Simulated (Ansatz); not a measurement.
Stackings of close-packed layers of CdS (tetrahedral net, letters for double layers), each relaxed to a stress under 0.05 GPa; h and k mark layers whose two neighbours have the same or different letters; energies count from the stacking AB (P6_3mc).

Level of theory: DFT PBE, scalar-relativistic, plane waves, PAW (Ansatz 0.2.0).

Cutoff 420 eV; k points 12×12×3 on the computed 6-atom cell (Γ-centred); Gaussian smearing, width 0.02 eV; no spin polarisation.

Start (ABC (kkk)):

```
CELL_PARAMETERS angstrom
4.19651 0.00000 0.00000
-2.09826 3.63429 0.00000
0.00000 0.00000 10.24398
ATOMIC_POSITIONS crystal
Cd 0.00000 0.00000 0.00000
S 0.00000 0.00000 0.25000
Cd 0.33333 0.66667 0.33333
S 0.33333 0.66667 0.58333
Cd 0.66667 0.33333 0.66667
S 0.66667 0.33333 0.91667
```

Task: What does the relaxation give?

Result: The free energy falls by 0 meV/atom.

- excess energy (meV/atom): 1.3
- spacing of like layers (Å): 3.421
- a (Å): 4.191
- gap on the mesh (eV): 1.04

Relaxed structure:
```yaml
crystal:
  lattice:
    - [4.19097, 0.00000, 0.00000]
    - [-2.09548, 3.62949, 0.00000]
    - [0.00000, 0.00000, 10.26358]
  atoms:
    - { symbol: Cd, position: [0.00000, 0.00000, 0.00006] }
    - { symbol: S, position: [0.00000, 0.00000, 0.24994] }
    - { symbol: Cd, position: [0.33333, 0.66667, 0.33339] }
    - { symbol: S, position: [0.33333, 0.66667, 0.58328] }
    - { symbol: Cd, position: [0.66667, 0.33333, 0.66672] }
    - { symbol: S, position: [0.66667, 0.33333, 0.91661] }
```

The gap is read on a mesh, which can miss the band edges, so it can be too wide.

It took 2.8 min on 1 thread of Arm Neoverse N1, on a shared host, peak memory 0.53 GiB.